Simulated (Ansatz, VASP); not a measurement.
**Cross-check of GaP between VASP and Ansatz**

Aim: how closely do two programs agree when they are given the same cell, functional and k mesh? The cell is taken from a series of VASP runs on this material, whose earlier steps may have relaxed, scaled or displaced it; both programs get it as it stands.

Program: Ansatz 0.2.0. Level of theory: plane waves, with VASP 6.6.1 beside it; relaxation of cell and atoms at r2SCAN. Results are calculated unless marked as measured.

## Step 1: The structure

Symmetry: F-43m, No. 216, cubic system. Conventional cell: a = 5.448 Å, b = 5.448 Å, c = 5.448 Å, α = 90.00°, β = 90.00°, γ = 90.00°. Nearest to Ga lie 4 P at 2.36 Å. Nearest to P lie 4 Ga at 2.36 Å. Farther neighbours are not listed.

## Step 2: Ansatz: relaxation of cell and atoms, r2SCAN

Ansatz runs on its default PAW (the set named soft_2) files.

The relaxed volume is the usual yardstick between codes: its relative difference is about their pressure difference at one cell divided by the bulk modulus.

input.yaml reads:

```yaml
crystal:
  lattice:
    - [0.0, 2.7241467265, 2.7241467265]
    - [2.7241467265, 0.0, 2.7241467265]
    - [2.7241467265, 2.7241467265, 0.0]
  atoms:
    - { symbol: Ga, position: [0.0, 0.0, 0.0] }
    - { symbol: P, position: [0.75, 0.75, 0.75] }
hamiltonian:
  xc: r2scan
  pseudopotentials: { kind: paw }
kpoints:
  mp_grid: { grid: [8, 8, 8] }
scf:
  occupations: { method: gaussian, width: 0.03 }
relax:
  f_tol: 0.01
  max_steps: 60
  cell: { stress_tol: 0.05 }
output:
  forces: true
  stress: true
  write_density: true
  write_potential: true
  elf: true
  volumetric_format: npy
```

Launch:

```sh
$ ansatz run input.yaml --threads 4 --pin off --max-ram 9216MiB --backend cpu --events-out ev --progress --plain --runs-dir out
```

Numbers of over 12 decimals in the logs are rounded to 6 here.

Output:

```text
Engine: ansatz 0.2.0, x86_64-unknown-linux-gnu
Pseudopotentials: kind: paw
Pseudopotential: Ga, paw, valence charge 13, recommended cutoff 500 eV (meta_gga), Ga.paw.azcp
Pseudopotential: P, paw, valence charge 5, recommended cutoff 500 eV (meta_gga), P.paw.azcp
Functional definition: r2SCAN
  parameter k0 = 0.174
  parameter k1 = 0.065
  parameter a1 = 4.9479
  exchange = r2scan_x(k0 = k0, k1 = k1, a1 = a1)
  correlation = r2scan_c
Crystal: 2 atoms, lattice volume = 40.432 Å³
Basis set: ecut = 500 eV, 965 PW (Γ), exchange–correlation on 120×120×120 points (64 copies of the dense FFT grid, shifted against one another)
Bands: 13, of which v1, the nominal top of the filled ones, is band 9 counted from 1 (8 counted from 0)
Symmetry: 24 space group operations
Space group: F-43m (ITA 216), of the structure as read, at distance tolerance 3.4e-5 Å
k-points: 29 of 512 (time reversal used)
Non-local potential: Ga, projectors of the file, l = 0: 2, l = 1: 2, l = 2: 3, l = 3: 1
Non-local potential: P, projectors of the file, l = 0: 2, l = 1: 2, l = 2: 2
PAW form: soft (Blöchl's): semilocal exchange-correlation on the pseudo side does not see the compensation charge
PAW frozen core: Ga, regenerated for the run's functional (the file was generated under x = pbe(κ = 0.804, μ = 0.219515), c = pbe(β = 0.066725))
PAW frozen core: P, regenerated for the run's functional (the file was generated under x = pbe(κ = 0.804, μ = 0.219515), c = pbe(β = 0.066725))
PAW one-centre angular grid: Ga, 590 points (default); XC on 160 Gauss nodes
PAW one-centre angular grid: P, 302 points (default); XC on 160 Gauss nodes
Initial density: superposition of atomic densities (neutral atoms: chi_scale 0, normalization atom), corrected by the library's trained network
Initial wavefunctions: pseudopotential atomic-orbital guess
Functional: x = r2scan, c = r2scan; τ floored in thin density (d = 2e-4 eV/Å³)
SCF iter   1: F=—  HF=-4550.473597 eV  |F-HF|=—  |Δ(HF+E_count)|=         —  Δρ=8.77e-3  dr2=1.84e-2  dr2_τ=7.40e-3  ethr=1.77e-3  ⟨swp⟩=6.1  Hψ=2529  notcnv=0
preconditioner: auto → none  [insulator: Δε(μ)=1.826 eV  Ē_g=16.407 eV  σ=0.030 eV  W_gap=1.00  n_scr=14 (ndim 8)  ℏωp=24.8 eV  f_vac=0.013  D(μ)=0.00/eV (n_scr^D=0)  ε∞_Penn≈3.3]
SCF iter   2: F=—  HF=-4550.484159 eV  |F-HF|=—  |Δ(HF+E_count)|=   1.06e-2  Δρ=2.33e-3  dr2=3.10e-3  dr2_τ=9.74e-5  ethr=1.02e-4  ⟨swp⟩=3.0  Hψ=1075  notcnv=0
SCF iter   3: F=—  HF=-4550.482610 eV  |F-HF|=—  |Δ(HF+E_count)|=   1.55e-3  Δρ=1.71e-3  dr2=5.12e-4  dr2_τ=7.43e-6  ethr=1.72e-5  ⟨swp⟩=2.0  Hψ=754  notcnv=0
SCF iter   4: F=—  HF=-4550.482840 eV  |F-HF|=—  |Δ(HF+E_count)|=   2.30e-4  Δρ=2.46e-4  dr2=4.21e-5  dr2_τ=5.00e-7  ethr=2.85e-6  ⟨swp⟩=2.9  Hψ=634  notcnv=0
SCF iter   5: F=—  HF=-4550.482830 eV  |F-HF|=—  |Δ(HF+E_count)|=   9.21e-6  Δρ=8.51e-5  dr2=2.54e-6  dr2_τ=2.93e-8  ethr=2.34e-7  ⟨swp⟩=2.0  Hψ=468  notcnv=0
SCF iter   6: F=-4550.482830 eV  HF=-4550.482830 eV  |F-HF|=6.39e-8  |Δ(HF+E_count)|=   6.46e-7  Δρ=9.81e-6  dr2=3.85e-8  dr2_τ=3.48e-9  ethr=5.56e-10  ⟨swp⟩=9.8  Hψ=2858  notcnv=0
SCF 1 converged in 6 iterations: F = -4550.482830 eV  dr2 = 3.85e-8
  greatest PAW one-centre occupation: 0.993 electrons in one spin orbital (limit 2), on the Ga atom at site 0 (counted from 0), in its partial waves of l = 2
relax step   1: F+E_penalty+E_count = -4550.48282977 eV  Δ(F+E_penalty+E_count) = +0.000e0 eV  max|allowed force component| = 2.313e-16 eV/Å  Δτ_max = 0.0000 Å  P = +0.150 GPa  Ω = 40.432 Å³  (6 SCF iters, dr2 threshold 1.00e-7 eV, accepted)
[...]
relax step   2: F+E_penalty+E_count = -4550.48284587 eV  Δ(F+E_penalty+E_count) = -1.609e-5 eV  max|allowed force component| = 9.714e-17 eV/Å  Δτ_max = 0.0000 Å  P = +0.040 GPa  Ω = 40.482 Å³  energy of the carried Pulay correction = -1.390e-5 eV  (4 SCF iters, dr2 threshold 5.65e-8 eV, accepted)
[...]
relax step   3: F+E_penalty+E_count = -4550.48285464 eV  Δ(F+E_penalty+E_count) = -8.774e-6 eV  max|allowed force component| = 3.469e-17 eV/Å  Δτ_max = 0.0000 Å  P = +0.040 GPa  Ω = 40.482 Å³  stress off target by 4.00e-2 GPa  SCF on the basis re-selected at this cell (its energy is not comparable with the rows above)  (5 SCF iters)
basis re-selected at this cell: Δ(F+E_penalty+E_count) = -8.774e-6 eV, ΔP = +0.000 GPa vs the last step (what re-selecting the basis moved, of the pressure what is left beyond the Pulay correction that the steps carried, after the strain that the cell walked since its last selection, with what the two solves' SCF thresholds leave and, on support functions, any second-order correction that the steps lacked; it is no m [...]
SCF converged after 5 iterations
Free energy (F): -4550.482855 eV
Harris-Foulkes:  -4550.482855 eV  (|F-HF|=2.36e-10)
Internal energy: -4550.482855 eV  (E = F + TS)
E sigma→0 (E₀):  -4550.482855 eV
Fermi energy:    7.846364 eV
--- Per-component energies (eV) ---
  E_band       = -67.633560
  E_kinetic    = 185.480769
  E_local      = -2202.720428  (includes V_loc(G=0)·N_el)
  E_nonlocal   = 460.450765
  E_hartree    = 1020.494748
  E_xc         = -120.989779
  E_vxc        = -124.833977  (∫ρ·V_xc dr)
  E_paw        = -2579.824755  (= ΣΔE_a)
  E_vpaw       = -433.015617  (= ΣTr[D̂ρ^β])
  E_aug_tail   = -0.000042  (compensation charges beyond the density's cutoff)
  E_vtau       = 6.015516  (kinetic-family band-sum trace: ∫τ·v_τ [+ j·A + Jᵃ·Aᵃ] dr)
  E_ewald      = -1312.630220
  E_core_change = -0.743912  (= ΣΔE_core)
  E_smearing   = -0.000000  (= −TS)
  E_closure    = -0.000000  (closes the sum)
  Σ components = -4550.482855   (vs F -4550.482855, Δ=0.00e0)
--- Forces (eV/Å), atoms counted from 1 ---
  atom   1  Ga    -0.00000000    -0.00000000     0.00000000
  atom   2  P     -0.00000000     0.00000000    -0.00000000
  max |Σ_I F_I| component: 1.20e-16 eV/Å
--- Stress (GPa, compression-positive) ---
        0.040050      -0.000000      -0.000000
        0.000000       0.040050       0.000000
       -0.000000       0.000000       0.040050
  P = ⅓ Tr σ = 0.0400 GPa (0.400 kbar)
--- Band table (eV; the first three rows and the last of 29) ---
  k-point 0: bands = [... 5 lower, -6.1262, 6.8993, 6.8993, 6.8993, 9.2643, 11.0723, 11.0723, 11.0723]
  k-point 1: bands = [... 5 lower, -5.9126, 5.2751, 6.6603, 6.6603, 9.7925, 11.4385, 11.4385, 11.7582]
  k-point 2: bands = [... 5 lower, -5.3102, 2.9323, 6.2073, 6.2073, 9.4442, 11.9683, 11.9683, 13.7888]
  k-point 28: bands = [... 5 lower, -2.9348, 0.1605, 3.1870, 3.3567, 11.9323, 12.1943, 13.4407, 13.4830]
--- Relaxed structure (2 steps of the walk, 2 accepted, 1 SCFs on fresh bases) ---
  F+E_penalty+E_count = -4550.48285464 eV   max|allowed force component| = 3.469e-17 eV/Å   (the final SCF, on the basis selected at the relaxed cell)
  cell:  # Å, volume = 40.4822 Å³
    - [0, 2.725281, 2.725281]
    - [2.725281, 0, 2.725281]
    - [2.725281, 2.725281, 0]
  atoms:
    - { symbol: Ga, position: [0, 0, 0] }
    - { symbol: P, position: [0.75, 0.75, 0.75] }
```

Wall time 3.2 s (4 threads of Intel Xeon Platinum 8375C at 2.90GHz (Ice Lake), shared host); peak memory 0.54 GiB.

## Step 3: VASP: relaxation of cell and atoms, r2SCAN

The same cell, functional, mesh and smearing now go to VASP, with its own data sets and cutoff.

Lines of VASP's logs that name or quote its potential files are left out, and so is its time.

INCAR reads:

```
SYSTEM = GaP
PREC = Accurate
ENCUT = 450
EDIFF = 1E-06
NELM = 100
ISMEAR = 0
SIGMA = 0.03
LREAL = .FALSE.
ALGO = Normal
METAGGA = R2SCAN
LASPH = .TRUE.
NBANDS = 15
LORBIT = 11
LWAVE = .FALSE.
LCHARG = .FALSE.
KPAR = 4
IBRION = 2
NSW = 50
ISIF = 3
EDIFFG = -0.004
```

POSCAR reads:

```
GaP
1.0
    0.0000000000      2.7241467265      2.7241467265
    2.7241467265      0.0000000000      2.7241467265
    2.7241467265      2.7241467265      0.0000000000
Ga P
1 1
Direct
    0.0000000000      0.0000000000      0.0000000000
    0.7500000000      0.7500000000      0.7500000000
```

KPOINTS reads:

```
Automatic mesh
0
Gamma
8 8 8
0 0 0
```

Potentials, in the order of the species: Ga_d and P (PBE family, release 64).

Launch:

```sh
$ mpirun -np 4 vasp_std
```

Output:

```text
[banner, memory and clock lines left out]
running    4 mpi-ranks, on    1 nodes
 distrk:  each k-point on    1 cores,    4 groups
 distr:  one band on    1 cores,    1 groups

 POSCAR found type information on POSCAR GaP
 POSCAR found :  2 types and       2 ions
|                                                                             |
|               ----> ADVICE to this user running VASP <----                  |
|                                                                             |
|     You enforced a specific xc type in the INCAR file but a different       |
|     [... a line on the potential file left out ...]
|     I HOPE YOU KNOW WHAT YOU ARE DOING!                                     |
|                                                                             |

 LDA part: xc-table for (None), standard interpolation
 POSCAR, INCAR and KPOINTS ok, starting setup
 FFT: planning ... GRIDC
 FFT: planning ... GRID_SOFT
 FFT: planning ... GRID
 WAVECAR not read
 entering main loop
       N       E                     dE             d eps       ncg     rms          rms(c)
DAV:   1     0.659470327437E+02    0.65947E+02   -0.85323E+03   886   0.166E+03
DAV:   2    -0.174328769956E+02   -0.83380E+02   -0.79843E+02   975   0.316E+02
DAV:   3    -0.236375734100E+02   -0.62047E+01   -0.61838E+01  1073   0.691E+01
DAV:   4    -0.237379319961E+02   -0.10036E+00   -0.10033E+00  1069   0.958E+00
DAV:   5    -0.237397797997E+02   -0.18478E-02   -0.18475E-02  1101   0.117E+00    0.484E+00
DAV:   6    -0.214656675603E+02    0.22741E+01   -0.60620E-01  1107   0.154E+01    0.312E+00
DAV:   7    -0.214573152901E+02    0.83523E-02   -0.21581E-01  1059   0.395E+00    0.167E+00
DAV:   8    -0.214617170483E+02   -0.44018E-02   -0.99505E-03  1052   0.821E-01    0.710E-01
DAV:   9    -0.214619921897E+02   -0.27514E-03   -0.19926E-03  1045   0.448E-01    0.761E-02
DAV:  10    -0.214619794425E+02    0.12747E-04   -0.15209E-04  1109   0.956E-02    0.366E-02
DAV:  11    -0.214619784697E+02    0.97287E-06   -0.20013E-05  1031   0.407E-02    0.606E-03
DAV:  12    -0.214619764075E+02    0.20621E-05   -0.17855E-06   995   0.114E-02    0.276E-03
DAV:  13    -0.214619771612E+02   -0.75365E-06   -0.31570E-07   603   0.866E-03
   1 F= -.21461977E+02 E0= -.21461977E+02  d E =-.214620E+02
 curvature:   0.00 expect dE= 0.000E+00 dE for cont linesearch  0.000E+00
 trial: gam= 0.00000 g(F)=  0.194E-44 g(S)=  0.187E-05 ort = 0.000E+00 (trialstep = 0.100E+01)
 search vector abs. value=  0.187E-05
 reached required accuracy - stopping structural energy minimisation
```

From OUTCAR (step 3):

```text
ion  position               nearest neighbor table
   1  0.000  0.000  0.000-   2 2.36   2 2.36   2 2.36   2 2.36
   2  0.750  0.750  0.750-   1 2.36   1 2.36   1 2.36   1 2.36

  LATTYP: Found a face centered cubic cell.
 ALAT       =     5.4482934530

 Subroutine GETGRP returns: Found 24 space group operations
 (whereof 24 operations were pure point group operations)

The static configuration has the point symmetry T_d .

 Found     29 irreducible k-points:

   k-points           NKPTS =     29   k-points in BZ     NKDIM =     29   number of bands    NBANDS=     15

   dimension x,y,z NGX =    28 NGY =   28 NGZ =   28
   dimension x,y,z NGXF=    56 NGYF=   56 NGZF=   56

   ENCUT  =  450.0 eV  33.07 Ry    5.75 a.u.   6.66  6.66  6.66*2*pi/ulx,y,z

   NELECT =      18.0000    total number of electrons

 k-points in reciprocal lattice and weights: Automatic mesh
   0.00000000  0.00000000  0.00000000       0.002
   0.12500000  0.00000000  0.00000000       0.016
   0.25000000  0.00000000  0.00000000       0.016
   0.37500000  0.00000000  0.00000000       0.016
   0.50000000  0.00000000  0.00000000       0.008
   0.12500000  0.12500000  0.00000000       0.012
   0.25000000  0.12500000  0.00000000       0.047
   0.37500000  0.12500000  0.00000000       0.047
   0.50000000  0.12500000  0.00000000       0.047
[...]
-0.37500000  0.50000000  0.12500000       0.023
  -0.25000000  0.50000000  0.25000000       0.012

 average (electrostatic) potential at core
       1 -70.1733       2 -86.4416

 E-fermi :   4.6317

 k-point     1 :       0.0000    0.0000    0.0000
  band No.  band energies     occupation
    ...
      5     -10.4029      2.00000
      6      -8.5566      2.00000
      7       4.4744      2.00000
      8       4.4744      2.00000
      9       4.4744      2.00000
     10       6.8292      0.00000
     11       8.6649      0.00000
     12       8.6650      0.00000
     13       8.6650      0.00000
     14      13.9430      0.00000
    ...

 k-point     2 :       0.1250    0.0000    0.0000
  band No.  band energies     occupation
    ...
      5     -10.4030      2.00000
      6      -8.3427      2.00000
      7       2.8489      2.00000
      8       4.2356      2.00000
      9       4.2357      2.00000
     10       7.3657      0.00000
     11       9.0319      0.00000
     12       9.0320      0.00000
     13       9.3413      0.00000
     14      14.1219      0.00000
    ...

 k-point     3 :       0.2500    0.0000    0.0000
  band No.  band energies     occupation
    ...
      5     -10.4016      2.00000
      6      -7.7393      2.00000
      7       0.5057      2.00000
      8       3.7830      2.00000
      9       3.7830      2.00000
     10       7.0210      0.00000
     11       9.5635      0.00000
     12       9.5635      0.00000
     13      11.3663      0.00000
     14      13.9478      0.00000
    ...

  Total       -0.0050837     -0.0050837     -0.0050837      0.0000000     -0.0000000     -0.0000000
  in kB       -0.2014509     -0.2014509     -0.2014509      0.0000000     -0.0000000     -0.0000000
  external PRESSURE =      -0.2014509 kB  Pullay stress =       0.0000000 kB

  energy-cutoff  :      450.00
  volume of cell :       40.43
      direct lattice vectors                 reciprocal lattice vectors
     0.000000000  2.724146726  2.724146726    -0.183543711  0.183543711  0.183543711
     2.724146726  0.000000000  2.724146726     0.183543711 -0.183543711  0.183543711
     2.724146726  2.724146726  0.000000000     0.183543711  0.183543711 -0.183543711

 POSITION                                       TOTAL-FORCE (eV/Angst)
 -----------------------------------------------------------------------------------
      0.00000      0.00000      0.00000         0.000000      0.000000     -0.000000
      4.08622      4.08622      4.08622        -0.000000     -0.000000      0.000000
 -----------------------------------------------------------------------------------
    total drift:                                0.000003      0.000003      0.000003

  FREE ENERGIE OF THE ION-ELECTRON SYSTEM (eV)
  ---------------------------------------------------
  free  energy   TOTEN  =       -21.4619771612 eV

  energy  without entropy=      -21.4619771612  energy(sigma->0) =      -21.46197716

 reached required accuracy - stopping structural energy minimisation

 total charge
# of ion       s       p       d       tot
------------------------------------------
    1        0.831   0.848  10.018  11.698
    2        1.009   1.542   0.000   2.551
--------------------------------------------------
tot          1.840   2.390  10.018  14.249

[... 3 further parts left out ...]
```

The run keeps the 24 symmetry operations of its start, so it cannot find a distortion of lower symmetry.

## Step 4: Side by side

Known differences besides the potentials themselves: VASP keeps PBE cores, Ansatz makes them for the functional; both relaxations stop at a tolerance, which leaves soft axes loose, and VASP keeps its plane-wave basis; the cutoff is 500 eV in Ansatz and 450 eV in VASP; Ansatz adds a Pulay correction to the stress that steers its cell, VASP none. Total energies have different zeros and are not compared.

The two programs side by side:

```
                                         quantity  Ansatz   VASP  difference
                                      volume (Å³)   40.48  40.43     +0.12 %
edge a after relaxation, in the typed setting (Å)   3.854  3.853     +0.04 %
```

The walks stopped with 0.04 GPa left in Ansatz and -0.02 GPa in VASP; each walk ends within a tolerance, so the volume difference is uncertain by about these residues over the bulk modulus, most in soft cells.

## Step 5: Results

| Property | Result |
| --- | --- |
| difference in volume (relaxation of cell and atoms, r2SCAN) | 0.12 % |

The difference in volume is 0.12 % (relaxation of cell and atoms, r2SCAN), within the 1.2 % picked in this series as the mark of a large difference, as far as the stopping tolerances let one tell. Such differences can come from data sets, numerical settings and the points named under the comparisons, not from the functional's error against experiment.

[Lines on the potential files, build, host, timing and source positions are cut from VASP's logs without a mark.]

[Logs are printed without paths, hosts, clocks, repeated set-up lines and the standing remarks that a program may print on its own settings, such as how far it seeks lower states.]

[Hosts, paths, dates, database ids (printed as entryN), source tags and the programs' standing remarks are cut or masked in the printed files.]
